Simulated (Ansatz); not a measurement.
# CoO: the cost of one run

Method: DFT PBE, scalar-relativistic, plane waves, PAW, in Ansatz 0.2.0.

1 further run of the same task is left out (set aside as unsound or not needed).

## Step 1: The system as given

Symmetry: R-3m, No. 166, trigonal system. Conventional cell: a = 3.091 Å, b = 3.091 Å, c = 6.895 Å, α = 90.00°, β = 90.00°, γ = 120.00°. Co (site symmetry -3m) is surrounded by 6 O at 2.12 Å. Around O (site symmetry -3m) lie 6 Co at 2.12 Å.

Coordinates:

```cif
data_structure
_symmetry_space_group_name_H-M 'P 1'
_symmetry_Int_Tables_number 1
_cell_length_a 2.9098
_cell_length_b 2.9098
_cell_length_c 2.9098
_cell_angle_alpha 64.156
_cell_angle_beta 64.156
_cell_angle_gamma 64.156
_cell_volume 19.01
loop_
_atom_site_label
_atom_site_type_symbol
_atom_site_fract_x
_atom_site_fract_y
_atom_site_fract_z
_atom_site_occupancy
Co1 Co 0.00000 0.00000 0.00000 1
O1 O 0.50000 0.50000 0.50000 1
```

It goes back to an entry of the Materials Project, which need not be the stable form.

It is the result of an earlier relaxation at this level (volume 9.51 Å³/atom; gap on the mesh: none (metal), site moments up to 2.5 μB).

## Step 2: Bands, states and charges

input.yaml reads:

```yaml
crystal:
  lattice:
    - [1.5453428135, 0.8922040894, 2.2984950552]
    - [-1.5453428135, 0.8922040894, 2.2984950552]
    - [0.0, -1.7844081787, 2.2984950552]
  atoms:
    - { symbol: Co, position: [0.0, 0.0, 0.0], spin: 2.7 }
    - { symbol: O, position: [0.5, 0.5, 0.5], spin: 0.34 }
basis:
  ecutwfc: 420
kpoints:
  mp_grid: { grid: [18, 18, 18] }
  band_path:
    path:
      - [[0.0, 0.0, 0.0], [0.5, 0.5, 0.5], [0.73288332, 0.26711668, 0.5]]
      - [[0.5, -0.26711668, 0.26711668], [0.5, 0.0, 0.0], [0.0, 0.0, 0.0], [0.38355834, -0.38355834, 0.0]]
      - [[0.61644166, 0.0, 0.38355834], [0.5, 0.0, 0.5], [0.0, 0.0, 0.0]]
    npoints: 14
hamiltonian:
  xc: pbe
scf:
  occupations: { method: gaussian, width: 0.1 }
  n_extra_bands: 6
output:
  forces: true
  stress: true
  eigenvalues: true
  populations: true
  dos: { projected: true, de: 0.02, nscf_kmesh: { grid: [27, 27, 27] } }
  bader: true
  write_density: true
  write_potential: true
  elf: true
  volumetric_format: npy
magnetization:
  spin_polarized: true
checkpoint:
  read: start.run
  write: ck
  compress: false
  write_wavefunctions: false
  write_every: 100000
```

Run with:

```console
$ ansatz run input.yaml --threads 1 --pin off --max-ram 2560MiB --backend cpu --events-out ev --progress --plain --runs-dir out
```

Q: Estimate wall time and peak memory on 1 thread of Arm Neoverse N1, shared host.

About 2.2 min, with a peak of 0.74 GiB.
